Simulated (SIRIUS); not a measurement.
# C (C2/m) in SIRIUS: convergence with k mesh, part 2 of 2

SIRIUS 7.12.0. Earlier steps stand in the parts before.

## 8. With k mesh 16 × 16 × 10

Contents of sirius.json:

```json
{
  "control": {
    "processing_unit": "cpu",
    "std_evp_solver_name": "lapack",
    "gen_evp_solver_name": "lapack",
    "verbosity": 2,
    "print_forces": true,
    "ortho_rf": true,
    "use_second_variation": true,
    "rmt_max": 3.0,
    "num_bands_to_print": 13,
    "save_wf": true
  },
  "parameters": {
    "electronic_structure_method": "full_potential_lapwlo",
    "xc_functionals": ["XC_GGA_X_PBE", "XC_GGA_C_PBE"],
    "core_relativity": "dirac",
    "valence_relativity": "iora",
    "num_fv_states": 13,
    "smearing": "fermi_dirac",
    "smearing_width": 0.0018374661,
    "pw_cutoff": 27,
    "gk_cutoff": 5.19,
    "lmax_apw": 10,
    "lmax_rho": 8,
    "lmax_pot": 8,
    "num_mag_dims": 0,
    "auto_rmt": 0,
    "ngridk": [16, 16, 10],
    "shiftk": [0, 0, 0],
    "num_dft_iter": 80,
    "energy_tol": 1e-07,
    "density_tol": 1e-05,
    "use_symmetry": true
  },
  "settings": {"tol_ne": 1e-10},
  "iterative_solver": {"type": "exact"},
  "mixer": {"type": "anderson", "beta": 0.5, "max_history": 8},
  "unit_cell": {
    "lattice_vectors": [[4.02005276, -2.3211174153, 0.0], [4.02005276, 2.3211174153, 0.0], [-2.6060639092, 0.0, 6.6193895097]],
    "atom_types": ["C"],
    "atom_files": {"C": "C.json"},
    "atoms": {"C": [[0.16664447, 0.16664447, 0.99990696], [0.83335553, 0.83335553, 9.304e-05]]}
  }
}
```

Contents of C.json:

```json
{
  "name": "carbon",
  "symbol": "C",
  "number": 6,
  "mass": 12.0107,
  "rmin": 1e-06,
  "rmt": 1.31,
  "nrmt": 800,
  "rinf": 14.98,
  "core": "",
  "valence": [
    {"basis": [{"enu": 0.01, "dme": 0, "n": 0, "auto": 0}, {"enu": 0.01, "dme": 1, "n": 0, "auto": 0}]},
    {"l": 0, "n": 1, "basis": [{"enu": 0.009, "dme": 0, "n": 0, "auto": 0}]},
    {"l": 1, "n": 2, "basis": [{"enu": 0.11, "dme": 0, "n": 0, "auto": 0}]},
    {"l": 2, "n": 3, "basis": [{"enu": 0.11, "dme": 0, "n": 0, "auto": 0}]},
    {"l": 3, "n": 4, "basis": [{"enu": 0.11, "dme": 0, "n": 0, "auto": 0}]}
  ],
  "lo": [
    {"l": 0, "basis": [{"enu": 0.009, "dme": 0, "n": 0, "auto": 0}, {"enu": 0.009, "dme": 1, "n": 0, "auto": 0}]},
    {"l": 0, "basis": [{"enu": 0.009, "dme": 1, "n": 0, "auto": 0}, {"enu": 0.009, "dme": 2, "n": 0, "auto": 0}]},
    {
      "l": 0,
      "basis": [{"enu": -9.637, "dme": 0, "n": 1, "auto": 1}, {"enu": -9.637, "dme": 1, "n": 1, "auto": 1}]
    },
    {
      "l": 0,
      "basis": [{"enu": 0.009, "dme": 0, "n": 0, "auto": 0}, {"enu": 7.0016, "dme": 0, "n": 0, "auto": 0}]
    },
    {"l": 1, "basis": [{"enu": 0.11, "dme": 0, "n": 0, "auto": 0}, {"enu": 0.11, "dme": 1, "n": 0, "auto": 0}]},
    {"l": 1, "basis": [{"enu": 0.11, "dme": 1, "n": 0, "auto": 0}, {"enu": 0.11, "dme": 2, "n": 0, "auto": 0}]},
    {"l": 1, "basis": [{"enu": 0.11, "dme": 0, "n": 0, "auto": 0}, {"enu": 8.1515, "dme": 0, "n": 0, "auto": 0}]},
    {"l": 2, "basis": [{"enu": 0.11, "dme": 0, "n": 0, "auto": 0}, {"enu": 0.11, "dme": 1, "n": 0, "auto": 0}]},
    {"l": 2, "basis": [{"enu": 0.11, "dme": 1, "n": 0, "auto": 0}, {"enu": 0.11, "dme": 2, "n": 0, "auto": 0}]},
    {"l": 2, "basis": [{"enu": 0.11, "dme": 0, "n": 0, "auto": 0}, {"enu": 9.2004, "dme": 0, "n": 0, "auto": 0}]},
    {"l": 3, "basis": [{"enu": 0.11, "dme": 0, "n": 0, "auto": 0}, {"enu": 0.11, "dme": 1, "n": 0, "auto": 0}]}
  ],
  "free_atom": [... radial grid and density of the free atom, the start of the SCF ...]
}
```

Contents of sirius_start.json:

```json
{
  "control": {
    "processing_unit": "cpu",
    "std_evp_solver_name": "lapack",
    "gen_evp_solver_name": "lapack",
    "verbosity": 1,
    "print_forces": false,
    "ortho_rf": true,
    "use_second_variation": true,
    "rmt_max": 3.0,
    "num_bands_to_print": 13,
    "save_wf": false
  },
  "parameters": {
    "electronic_structure_method": "full_potential_lapwlo",
    "xc_functionals": ["XC_LDA_X", "XC_LDA_C_PW"],
    "core_relativity": "dirac",
    "valence_relativity": "iora",
    "num_fv_states": 13,
    "smearing": "fermi_dirac",
    "smearing_width": 0.0055123983,
    "pw_cutoff": 27,
    "gk_cutoff": 4.15,
    "lmax_apw": 10,
    "lmax_rho": 8,
    "lmax_pot": 8,
    "num_mag_dims": 0,
    "auto_rmt": 0,
    "ngridk": [6, 6, 4],
    "shiftk": [0, 0, 0],
    "num_dft_iter": 30,
    "energy_tol": 0.01,
    "density_tol": 0.05,
    "use_symmetry": true
  },
  "settings": {"tol_ne": 1e-10},
  "iterative_solver": {"type": "exact"},
  "mixer": {"type": "anderson", "beta": 0.5, "max_history": 8},
  "unit_cell": {
    "lattice_vectors": [[4.02005276, -2.3211174153, 0.0], [4.02005276, 2.3211174153, 0.0], [-2.6060639092, 0.0, 6.6193895097]],
    "atom_types": ["C"],
    "atom_files": {"C": "C.json"},
    "atoms": {"C": [[0.16664447, 0.16664447, 0.99990696], [0.83335553, 0.83335553, 9.304e-05]]}
  }
}
```

Potentials or basis: all-electron FP-LAPW, apw+lo standard.

Started as:

```console
$ OMP_NUM_THREADS=1 sirius.scf --input=sirius_start.json --output=start.json
$ OMP_NUM_THREADS=1 sirius.scf --input=sirius.json --output=output.json --task=1
```

Standard output:

```text
[info] SIRIUS version : 7.12.0
[info] number of MPI ranks           : 1
[info] MPI grid                      : 1 1
[info] maximum number of OMP threads : 1
[fft] FFT context for density and potential
[fft] =====================================
[fft]   plane wave cutoff                     : 27
[fft]   grid size                             : 45 45 64   total : 129600
[fft]   grid limits                           : -22 22   -22 22   -31 32
[fft]   number of G-vectors within the cutoff : 41029
[fft]   number of G-shells                    : 10650
[fft] FFT context for coarse grid
[fft] =====================================
[fft]   plane wave cutoff                     : 10.38
[fft]   grid size                             : 18 18 27   total : 8748
[fft]   grid limits                           : -8 9   -8 9   -13 13
[fft]   number of G-vectors within the cutoff : 2321
[fft]   number of G-shells                    : 639
[unit cell] lattice vectors
[unit cell]   a1 :       4.0200527600     -2.3211174153      0.0000000000
[unit cell]   a2 :       4.0200527600      2.3211174153      0.0000000000
[unit cell]   a3 :      -2.6060639092      0.0000000000      6.6193895097
[unit cell] reciprocal lattice vectors
[unit cell]   b1 :       0.7814804534     -1.3534828669      0.3076700657
[unit cell]   b2 :       0.7814804534      1.3534828669      0.3076700657
[unit cell]   b3 :      -0.0000000000      0.0000000000      0.9492091828
[unit cell] unit cell volume :       123.53123862 [a.u.^3]
[unit cell] 1/sqrt(omega)    :         0.08997288
[unit cell] MT volume        :        18.83356312 (15.25%)
[unit cell] IT volume        :       104.69767550 (84.75%)
[unit cell] number of atom types : 1
[unit cell] type id : 0 symbol :  C mt_radius :   1.310000 num_atoms : 2
[unit cell] total number of atoms : 2
[unit cell] number of symmetry classes : 1
[unit cell] atom id  type id  class id             position                      vector_field
[unit cell] ------------------------------------------------------------------------------------------
[unit cell]      0        0        0      0.16664   0.16664   0.99991      0.00000   0.00000   0.00000
[unit cell]      1        0        0      0.83336   0.83336   0.00009      0.00000   0.00000   0.00000
[unit cell] atom id         position (Cartesian, a.u.)
[unit cell] ---------------------------------------------
[unit cell]      0      -1.265982   -0.000000    6.618774
[unit cell]      1       6.700024    0.000000    0.000616
[unit cell] class id : 0 atom id : 0 1
[unit cell] minimum bond length:     2.680092
[sym] space group number   : 12
[sym] international symbol : C2/m
[sym] Hall symbol          : -C 2y
[sym] space group transformation matrix :
[sym]   0.5000  0.5000  0.0000
[sym]  -0.5000  0.5000  0.0000
[sym]   0.0000  0.0000  1.0000
[sym] space group origin shift :
[sym]   0.0000  0.0000  0.0000
[sym] number of space group operations  : 4
[sym] number of magnetic group operations : 4
[sym] metric tensor error: 0.0000e+00
[... 878 lines left out ...]
[find] +------------------------------+
[find] | SCF iteration   1 out of  80|
[find] +------------------------------+
[generate_radial_functions] Linearization energies
[generate_radial_functions] Atom : C, class id : 0
[generate_radial_functions] augmented waves
[generate_radial_functions] local orbitals
[generate_radial_functions] {l: 0, n: 1, enu: -9.56991, dme: 0, auto: 1}
[generate_radial_functions] {l: 0, n: 1, enu: -9.56991, dme: 1, auto: 1}
[diagonalize] Lowest band energies
[diagonalize] ik:    0   -9.570344   -9.569362   -0.515726   -0.043116    0.097300    0.097419    0.353150    0.518234    0.518314    0.631119    0.679963    1.046716    1.097762
[diagonalize] ik:    1   -9.570335   -9.569371   -0.512260   -0.039439    0.083516    0.090129    0.358028    0.520242    0.533006    0.618940    0.686036    1.057868    1.084624
[diagonalize] ik:    2   -9.570309   -9.569395   -0.501884   -0.028445    0.046324    0.071419    0.372652    0.522186    0.573902    0.585149    0.705493    1.037817    1.088274
[diagonalize] ik:    3   -9.570268   -9.569435   -0.484671   -0.010313   -0.005660    0.047335    0.396871    0.518931    0.536070    0.634122    0.737197    0.976832    1.081291
[diagonalize] ik:    4   -9.570216   -9.569487   -0.460751   -0.064967    0.014674    0.023081    0.429911    0.477022    0.512863    0.706834    0.772416    0.922200    1.037759
[diagonalize] ...
[diagonalize] ik:  685   -9.569920   -9.569785   -0.283658   -0.251202   -0.149976    0.179729    0.241339    0.597965    0.675113    0.697574    0.725269    0.884618    0.986746
[diagonalize] ik:  686   -9.570038   -9.569665   -0.351158   -0.243547   -0.024169    0.107584    0.305963    0.490471    0.611280    0.699327    0.880573    0.923562    0.964690
[diagonalize] ik:  687   -9.570015   -9.569689   -0.328525   -0.265766   -0.037805    0.127053    0.285442    0.504884    0.627451    0.676997    0.833744    0.933559    1.005232
[diagonalize] ik:  688   -9.569990   -9.569714   -0.309947   -0.272617   -0.068183    0.142897    0.272936    0.546872    0.630029    0.671132    0.778147    0.920046    1.055738
[diagonalize] ik:  689   -9.570015   -9.569689   -0.318732   -0.281259   -0.027544    0.130502    0.279458    0.489116    0.640592    0.661692    0.876643    0.948241    0.958940
[generate_core_charge_density] atom class : 0
[find] Total energy                   :     -76.20715150 (Ha),    -152.41430300 (Ry)
[find] iteration : 1, RMS (target) : 4.5492e-02 (1.0000e-05) , energy difference (target) : 2.8799e-05 (1.0000e-07)
[find] Total energy                   :     -76.20715904 (Ha),    -152.41431808 (Ry)
[find] iteration : 2, RMS (target) : 1.2676e-03 (1.0000e-05) , energy difference (target) : -7.5371e-06 (1.0000e-07)
[find] Total energy                   :     -76.20715924 (Ha),    -152.41431849 (Ry)
[find] iteration : 3, RMS (target) : 2.0025e-04 (1.0000e-05) , energy difference (target) : -2.0416e-07 (1.0000e-07)
[find] Total energy                   :     -76.20715930 (Ha),    -152.41431861 (Ry)
[find] iteration : 4, RMS (target) : 1.6198e-05 (1.0000e-05) , energy difference (target) : -6.0124e-08 (1.0000e-07)
[find] Charges and magnetic moments
[find] --------------------------------------------------------------------------------
[find] atom      charge    core leakage
[find] --------------------------------------------------------------------------------
[find]    0    4.021923    0.000000e+00
[find]    1    4.021923    0.000000e+00
[find] total core leakage    : 0.00000000e+00
[find] interstitial charge   : 3.956154
[find] total charge          : 12.000000
[find] Energy
[find] --------------------------------------------------------------------------------
[find] valence_eval_sum               :     -39.25108745
[find] core_eval_sum                  :       0.00000000
[find] kinetic energy                 :      75.98380588
[find] enuc                           :     -90.70509033
[find] <rho|V^{XC}>                   :     -13.90763837
[find] <rho|E^{XC}>                   :     -10.82224166
[find] <mag|B^{XC}>                   :       0.00000000
[find] <rho|V^{H}>                    :    -101.32725501
[find] smearing (-TS)                 :      -0.00000034
[find] SCF correction                 :      -0.00000569
[find] Total energy                   :     -76.20715930 (Ha),    -152.41431859 (Ry)
[find] Free energy (E-TS)             :     -76.20715964 (Ha),    -152.41431927 (Ry)
[find] band gap (eV)                  :       0.62186282
[find] Efermi                         :       0.21269221
[find] iteration : 5, RMS (target) : 4.3965e-06 (1.0000e-05) , energy difference (target) : 6.5222e-09 (1.0000e-07)
[find] converged after 6 SCF iterations!
[find] Charges and magnetic moments
[find] --------------------------------------------------------------------------------
[find] atom      charge    core leakage
[find] --------------------------------------------------------------------------------
[find]    0    4.021923    0.000000e+00
[find]    1    4.021923    0.000000e+00
[find] total core leakage    : 0.00000000e+00
[find] interstitial charge   : 3.956154
[find] total charge          : 12.000000
[find] Energy
[find] --------------------------------------------------------------------------------
[find] valence_eval_sum               :     -39.25108745
[find] core_eval_sum                  :       0.00000000
[find] kinetic energy                 :      75.98380588
[find] enuc                           :     -90.70509033
[find] <rho|V^{XC}>                   :     -13.90763837
[find] <rho|E^{XC}>                   :     -10.82224166
[find] <mag|B^{XC}>                   :       0.00000000
[find] <rho|V^{H}>                    :    -101.32725501
[find] smearing (-TS)                 :      -0.00000034
[find] SCF correction                 :      -0.00000569
[find] Total energy                   :     -76.20715930 (Ha),    -152.41431859 (Ry)
[find] Free energy (E-TS)             :     -76.20715964 (Ha),    -152.41431927 (Ry)
[find] band gap (eV)                  :       0.62186282
[find] Efermi                         :       0.21269221
[ground_state]
[ground_state] ==== total Forces in Ha/bohr =====
[ground_state] atom:    0, force:      -0.0000447      0.0000000      0.0000759
[ground_state] atom:    1, force:       0.0000447      0.0000000     -0.0000759
[ground_state] ==== contribution from density =====
[ground_state] atom:    0, force:       0.0000120      0.0000000     -0.0009216
[ground_state] atom:    1, force:      -0.0000120      0.0000000      0.0009216
[ground_state] ==== contribution from Hartree potential =====
[ground_state] atom:    0, force:      -0.0000473      0.0000000      0.0000741
[ground_state] atom:    1, force:       0.0000473      0.0000000     -0.0000741
[ground_state] ==== contribution from IBS =====
[ground_state] atom:    0, force:      -0.0000093      0.0000000      0.0009233
[ground_state] atom:    1, force:       0.0000093      0.0000000     -0.0009233
```

Wall time 9.2 min (1 thread of Arm Neoverse V2, shared host); peak memory 2.2 GiB.

Results:

- Free energy: -2073.7025 eV
- Largest force: 0.005 eV/Å
- Band gap on the k mesh: 0.62 eV, indirect (least direct gap 0.63 eV)
- Valence electrons inside the program's atomic spheres: C 4.02 (radii C 1.31 bohr)

## 9. Result

| k mesh | energy less the tightest run, at zero smearing (meV/atom) | largest force (eV/Å) | gap on the mesh (eV) | SCF cycles | CPU time (s) | peak memory (GiB) |
| --- | --- | --- | --- | --- | --- | --- |
| 2 × 2 × 1 | 1321.88 | 0.497 | 3.477 | 7 | 14 | 0.34 |
| 4 × 4 × 2 | -8.17 | 0.032 | 3.448 | 6 | 22 | 0.36 |
| 6 × 6 × 4 | 16.82 | 0.051 | 0.464 | 6 | 48 | 0.45 |
| 8 × 8 × 5 | 0.05 | 0.007 | 1.727 | 6 | 84 | 0.58 |
| 10 × 10 × 6 | -1.46 | 0.006 | 1.383 | 6 | 140 | 0.79 |
| 13 × 13 × 8 | -0.37 | 0.005 | 0.930 | 6 | 300 | 1.3 |
| 16 × 16 × 10 | 0.00 | 0.005 | 0.622 | 6 | 550 | 2.2 |

Against the tightest run, the energy stays within 1 meV/atom from 13 × 13 × 8 on; the largest force stays within 0.005 eV/Å from 8 × 8 × 5 on. Not settled before the last step: the gap on the mesh (to 0.01 eV). Meshes of other sizes hit other points, so gaps and Fermi surfaces needn't settle smoothly. The tightest run that finished is the yardstick and may itself not be fully converged.
